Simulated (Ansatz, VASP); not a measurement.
## ZnSe in VASP and in Ansatz

```xyz
2
Lattice="0.0000 2.8659 2.7513 2.8659 0.0000 2.7513 2.8659 2.8659 0.0000" Properties=species:S:1:pos:R:3 pbc="T T T"
Zn    0.0000    0.0000    0.0000
Se    4.2989    4.2989    4.1269
```

Change from the starting cell: strain +0.000 along x and y, -0.040 along z, atoms carried along.

Alike in both runs: task single point; functional PBE; k mesh 8 × 8 × 8; occupations gaussian, width 0.05 eV; no spin polarisation.

|  | VASP | Ansatz |
| --- | --- | --- |
| version | VASP 6.6.1 | Ansatz 0.2.0 |
| potentials or method | VASP PAW PBE potentials, release 64 (Zn, Se) | scalar-relativistic, plane waves, PAW |
| plane-wave cutoff (eV) | 520 | 420 |
| valence electrons in the cell | 18 | 28 |

```csv
,VASP,Ansatz,Ansatz less VASP
gap on the k mesh at the Fermi level (eV),1.22,1.22,-0.003
least direct gap on the mesh (eV),1.22,1.22,-0.003
pressure (GPa),2.8,2.5,-0.25
largest component of the traceless stress (GPa),0.83,0.84,+0.008
```

The two sets of potentials don't hold the same shells in valence.
